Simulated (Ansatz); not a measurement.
Ba: computed DOS

```cif
data_structure
_symmetry_space_group_name_H-M 'P 1'
_symmetry_Int_Tables_number 1
_cell_length_a 4.3301
_cell_length_b 4.3301
_cell_length_c 4.3301
_cell_angle_alpha 109.471
_cell_angle_beta 109.471
_cell_angle_gamma 109.471
_cell_volume 62.50
loop_
_atom_site_label
_atom_site_type_symbol
_atom_site_fract_x
_atom_site_fract_y
_atom_site_fract_z
_atom_site_occupancy
Ba1 Ba 0.00000 0.00000 0.00000 1
```

The runs use the primitive cell with vectors (-2.500, 2.500, 2.500), (2.500, -2.500, 2.500), (2.500, 2.500, -2.500) Å, to which the k mesh refers.

The structure is an experimental refinement, used without relaxation.

Spin–orbit coupling is left out, though it moves levels of the heavy atoms by tenths of an eV or more.

Level of theory: DFT, PBE, all-electron LAPW, scalar-relativistic in Ansatz 0.2.0.

Settings: a Γ-centred 10×10×10 k mesh, Fermi–Dirac smearing of 0.05 eV, basis error target 0.5 meV/atom, no spin polarisation.

States per eV and cell, averaged over 0.4 eV, from -2.6 to 1.2 eV, with energies (bin centres) from the Fermi level; empty bins are left out. 

```
E (eV)  total
  -2.5   0.09
  -2.1   0.20
  -1.7   0.32
  -1.3   0.49
  -0.9   1.03
  -0.5   1.55
  -0.1   1.65
   0.3   0.96
   0.7   3.97
   1.1   2.92
```
